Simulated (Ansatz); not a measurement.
# Bands, cutoff and cost in G0W0 for AlAs (F-43m)

Wanted: a G0W0 gap for AlAs (F-43m) that is converged in bands and cutoff, or an estimate of the limit.

Program: Ansatz 0.2.0. Level of theory: G0W0 on PBE, plane waves, PAW. Results are calculated unless marked as measured.

This is a report of a sequence of runs, with most program output left out.

## Step 1: The starting structure

It takes space group F-43m (No. 216, cubic). Conventional cell: a = 5.661 Å, b = 5.661 Å, c = 5.661 Å, α = 90.00°, β = 90.00°, γ = 90.00°. Nearest to Al lie 4 As at 2.45 Å. As has 4 Al at 2.45 Å nearest. Farther neighbours are not listed.

The cell and positions come from the Crystallography Open Database and are kept as given unless a step says otherwise.

## Step 2: 189 empty bands, screening to 150 eV

Now the one-shot GW correction: screening in the RPA, then the self-energy of the levels asked for. This step takes hard PAW files.

Contents of input.yaml:

```yaml
crystal:
  lattice:
    - [0.0, 2.8304, 2.8304]
    - [2.8304, 0.0, 2.8304]
    - [2.8304, 2.8304, 0.0]
  atoms:
    - { symbol: Al, position: [0.0, 0.0, 0.0] }
    - { symbol: As, position: [0.25, 0.25, 0.25] }
kpoints:
  mp_grid: { grid: [8, 8, 8] }
hamiltonian:
  xc: pbe
  pseudopotentials: { kind: paw, source: ansatz }
scf:
  occupations: { method: fixed }
gw:
  n_empty_bands: 189
  ecut_chi: 150
  qp_bands: [v2, c2]
  qp_kpoints: band_edges
  screening: { model: contour_deformation }
```

Launch:

```
$ ansatz run input.yaml --threads 3 --pin off --max-ram 92160MiB --backend cuda --events-out ev --progress --plain --runs-dir out --devices 1 --max-vram 13GiB
```

Wall time 56 s (1 × NVIDIA H100 80GB HBM3 (shared by 6 runs) with 3 threads of AMD EPYC 7R13 (Zen 3), shared host); peak memory 1.6 GiB.

This step gave:

```yaml
bands_summed: 202
rpa_eps_infinity_on_this_mesh_eigenvalues: 9.080, 9.080, 9.080
plane_waves_in_the_screening_matrix: 169
q_points_in_the_mesh: 512
g0w0_gap_on_the_mesh: 2.131 eV
k_of_the_valence_top: 0, 0, 0
k_of_the_conduction_bottom: 0, -0.5, -0.5
starting_gap_on_the_mesh: 1.443 eV
z_at_the_valence_top: 0.7719
z_at_the_conduction_bottom: 0.7917
least_direct_g0w0_gap_on_the_computed_points: 3.013 eV
```

The gap on the mesh goes from 1.44 eV to 2.13 eV, a correction of +0.69 eV. Between the two edge states, bare exchange in place of the xc potential would open the gap by 5.33 eV, and correlation takes back 4.64 eV.

## Step 3: 407 empty bands, screening to 250 eV

Bands and screening cutoff are moved together, since each hides the error of the other.

Edit input.yaml of step 2 so:

```diff
@@ -16,4 +16,4 @@
 gw:
-  n_empty_bands: 189
-  ecut_chi: 150
+  n_empty_bands: 407
+  ecut_chi: 250
   qp_bands: [v2, c2]
```

Elapsed: 3.4 min, on 1 × NVIDIA H100 80GB HBM3 (shared by 6 runs) with 3 threads; peak memory 2.6 GiB; 6.1 min of CPU time.

This step gave:

```
bands summed                                 : 420
RPA ε∞ on this mesh (eigenvalues)            : 9.083, 9.083, 9.083
plane waves in the screening matrix          : 411
q-points in the mesh                         : 512
G0W0 gap on the mesh                         : 2.206 eV
k of the valence top                         : 0, 0, 0
k of the conduction bottom                   : 0, -0.5, -0.5
starting gap on the mesh                     : 1.443 eV
Z at the valence top                         : 0.7719
Z at the conduction bottom                   : 0.7918
least direct G0W0 gap on the computed points : 2.997 eV
```

Against the run with 8×8×8 mesh, 189 empty bands, screening to 150 eV, hard PAW files, the gap moves by +0.07 eV.

## Step 4: 762 empty bands, screening to 380 eV

Edit input.yaml of step 3 so:

```diff
@@ -16,4 +16,4 @@
 gw:
-  n_empty_bands: 407
-  ecut_chi: 250
+  n_empty_bands: 762
+  ecut_chi: 380
   qp_bands: [v2, c2]
```

The job ended after 8.7 min (1 × NVIDIA H100 80GB HBM3 (shared by 6 runs) with 3 threads; peak memory 5.4 GiB).

Numbers from this step:

- bands summed: 775
- RPA ε∞ on this mesh (eigenvalues): 9.083, 9.083, 9.083
- plane waves in the screening matrix: 749
- G0W0 gap on the mesh: 2.236 eV
- k of the valence top: 0, 0, 0
- k of the conduction bottom: 0, -0.5, -0.5
- starting gap on the mesh: 1.443 eV
- least direct G0W0 gap on the computed points: 2.990 eV

Against the run with 8×8×8 mesh, 407 empty bands, screening to 250 eV, hard PAW files, the gap moves by +0.03 eV.

## Step 5: Changing the k mesh: 10×10×10 mesh, 189 empty bands, screening to 150 eV, hard PAW files

Only the mesh changes. It samples the long-range screening, which converges on its own terms. Bands and cutoff differ from the step before, so it is read against an earlier run that matches them.

Edit input.yaml of step 4 so:

```diff
@@ -9,3 +9,3 @@
 kpoints:
-  mp_grid: { grid: [8, 8, 8] }
+  mp_grid: { grid: [10, 10, 10] }
 hamiltonian:
@@ -16,4 +16,4 @@
 gw:
-  n_empty_bands: 762
-  ecut_chi: 380
+  n_empty_bands: 189
+  ecut_chi: 150
   qp_bands: [v2, c2]
```

Wall time 4.1 min (1 × NVIDIA H100 80GB HBM3 (shared by 6 runs) with 3 threads); peak memory 1.9 GiB; 7.6 min of CPU time.

This step gave:

```yaml
bands_summed: 202
rpa_eps_infinity_on_this_mesh_eigenvalues: 8.761, 8.761, 8.761
plane_waves_in_the_screening_matrix: 169
g0w0_gap_on_the_mesh: 2.133 eV
k_of_the_valence_top: 0, 0, 0
k_of_the_conduction_bottom: 0, -0.5, -0.5
starting_gap_on_the_mesh: 1.444 eV
least_direct_g0w0_gap_on_the_computed_points: 3.011 eV
```

Against the run with 8×8×8 mesh, 189 empty bands, screening to 150 eV, hard PAW files, the gap moves by +0.002 eV.

## Step 6: Convergence and cost

Times are wall times on 1 × NVIDIA H100 80GB HBM3 (shared by 6 runs) with 3 threads of AMD EPYC 7R13 (Zen 3), shared host. The host was busy with other work, so they are no guide to cost.

```tsv
mesh	files	frequency	bands summed	cutoff (eV)	start (eV)	G0W0 (eV)	time	host memory (GiB)
8×8×8	hard PAW	contour deformation	202	150	1.443	2.131	56 s	1.6
8×8×8	hard PAW	contour deformation	420	250	1.443	2.206	3.4 min	2.6
8×8×8	hard PAW	contour deformation	775	380	1.443	2.236	8.7 min	5.4
10×10×10	hard PAW	contour deformation	202	150	1.444	2.133	4.1 min	1.9
```

How the two edges are built up, in eV (the quasiparticle level is the starting level plus Σx plus Σc less Vxc):

```tsv
run	edge	start	Σx	Σc	Vxc	Z	QP
202 bands	valence top	7.08	-15.69	1.03	-13.95	0.77	6.36
202 bands	conduction bottom	8.52	-5.57	-3.61	-9.15	0.79	8.49
420 bands	valence top	7.08	-15.69	0.92	-13.95	0.77	6.25
420 bands	conduction bottom	8.52	-5.57	-3.65	-9.15	0.79	8.45
775 bands	valence top	7.08	-15.69	0.87	-13.95	0.77	6.20
775 bands	conduction bottom	8.52	-5.57	-3.66	-9.15	0.79	8.44
```

## Step 7: What came out

| Property | Result |
| --- | --- |
| 202 bands, 150 eV | 2.131 eV |
| 420 bands, 250 eV | 2.206 eV |
| 775 bands, 380 eV | 2.236 eV |
| estimated limit in bands and cutoff | 2.27 eV |
| mesh and start | 8×8×8, PBE |

**Reading.** A line in one over the bands through the two highest rungs gives 2.27 eV, +0.04 eV from the top rung; the pair below gives 2.27 eV, in fair agreement. The rungs stand 0.14 eV (202 bands), 0.07 eV (420 bands) and 0.04 eV (775 bands) from it. From 202 to 775 bands the gap moves by +0.11 eV while the time grows 9.3-fold. Σc changes by −0.16 eV at the valence top and −0.05 eV at the conduction bottom, so the valence edge carries most of the change. On the 10×10×10 mesh in place of 8×8×8 the gap differs by +0.002 eV, of which +0.001 eV is already in the start. The cheapest rung within 0.1 eV of this estimate is that with 420 bands (3.4 min). Gaps are over the mesh's points; an edge off the mesh would be missed. The many-body steps are scalar-relativistic: spin-orbit coupling is not in them.

[Paths, hosts, dates, memory and timing lines, banners, echoed tables and standing remarks are left out of the program output.]

[Logs are printed without paths, hosts, clocks, repeated set-up lines and the standing remarks that a program may print on its own settings, such as how far it seeks lower states.]

[Runs of the session that timed out or met a known fault of the program may be left out.]

[Cells called generated may have been cut or substituted from an entry of the Crystallography Open Database or the Materials Project.]

[Hosts, paths, dates, database ids (printed as entryN), source tags and the programs' standing remarks are cut or masked in the printed files.]
